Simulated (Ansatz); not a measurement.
# Ta2H: enthalpy under pressure, worked through

Method: Ansatz, DFT PBEsol, scalar-relativistic, plane waves, PAW. (420 eV cutoff, 16×16×10 k-mesh, Gaussian smearing of 0.10 eV, no spin polarisation)

Reference structure (relaxed):

```yaml
crystal:
  lattice:
    - [1.68761, -2.36565, 0.00000]
    - [1.68761, 2.36565, 0.00000]
    - [0.00000, 0.00000, 4.75801]
  atoms:
    - { symbol: Ta, position: [0.00000, 0.50000, 0.26427] }
    - { symbol: Ta, position: [0.50000, 0.00000, 0.73573] }
    - { symbol: H, position: [0.00000, 0.00000, 0.00000] }
```

Cell and atoms were relaxed at each target pressure within the start's symmetry (C222), at zero temperature; other phases can be more stable under pressure. H = E + PV with P the target; E is the free energy at the smearing used, whose derivative the pressure is, per atom and counted from zero pressure.

Spin–orbit coupling is left out, which can shift energies with elements as heavy as these.

```tsv
P (GPa)	V (Å³/atom)	E − E0 (meV)	H − H0 (meV)
0	12.664	0.0	0.0
2	12.547	0.7	157.3
5	12.385	4.3	390.8
10	12.135	15.9	773.3
20	11.698	56.4	1516.7
```

Problem. Thermodynamics gives dH/dP = V along a relaxed path. Integrate V over P by the trapezoid rule and compare with the computed enthalpies.

Solution. With 1 eV/Å³ = 160.22 GPa, each step adds the mean volume times ΔP / 160.22:
```tsv
P (GPa)	∫V dP (meV)	H − H0 (meV)	difference (meV)
2	157.4	157.3	0.0
5	390.8	390.8	0.0
10	773.4	773.3	0.1
20	1517.1	1516.7	0.5
```

V(P) curves upward, so the trapezoid rule runs high; integrating a smooth curve through the same points puts that excess at about 0.6 meV at 20 GPa, against the 0.5 meV found.

Problem. At 20 GPa, how much of the enthalpy change is stored energy and how much is the PV term?

Solution. E rises by 56 meV/atom and PV is 20 × 11.698 / 160.22 = 1460 meV/atom, so PV makes 96 % of ΔH. So between rival structures at high pressure a small difference in volume can outweigh the difference in energy: 1 % of this volume is worth 14.6 meV/atom at this pressure.

Problem. What bulk modulus do the lowest pressures give?

Solution. From the pressures that the runs reached, -2.00 GPa (12.782 Å³) and 2.01 GPa (12.547 Å³), B = −ΔP/Δln V = 4.01 / 0.0186 = 216 GPa, a mean over that range.